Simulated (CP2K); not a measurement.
Crystal: GaN.

```
CELL_PARAMETERS angstrom
3.18693 0.00000 0.00000
1.59347 2.75996 0.00000
1.59347 0.91999 2.60212
ATOMIC_POSITIONS crystal
Ga 0.00000 0.00000 0.00000
N 0.25000 0.25000 0.25000
```

The cell is a database's computed one.

Program: CP2K 2026.2. Alike in all runs: no spin polarisation; cell as given; k mesh 10 × 10 × 10; smearing fermi-dirac 0.05 eV.

**Question.** Order these runs on this cell by their band gap on the k mesh, lowest first.
A. level PBE; potentials or basis POTENTIAL_UZH Ga GTH-PBE-q13, N GTH-PBE-q5; TZVP-MOLOPT-PBE-GTH basis; EPS_DEFAULT 1.0E-10; NGRIDS 4; CUTOFF of the grids 450 Ry
B. level LDA; potentials or basis POTENTIAL_UZH Ga GTH-PBE-q13, N GTH-PBE-q5; TZVP-MOLOPT-PBE-GTH basis; EPS_DEFAULT 1.0E-9; NGRIDS 4; CUTOFF of the grids 675 Ry
C. level r2SCAN; potentials or basis POTENTIAL_UZH Ga GTH-SCAN-q13, N GTH-SCAN-q5; TZVP-MOLOPT-SCAN-GTH basis; EPS_DEFAULT 1.0E-9; NGRIDS 5; CUTOFF of the grids 675 Ry; points a segment of the path (NPOINTS) 10; bands added on the path 4

**Answer.** B (1.52 eV), A (1.69 eV), C (2.02 eV).

Caveats: the basis of atomic orbitals isn't converged, which shifts pressures, moduli and gaps; the real-space grid breaks the cell's symmetry a little (some runs).

A k mesh can miss the band edges.

Not every run made on this cell is shown here.
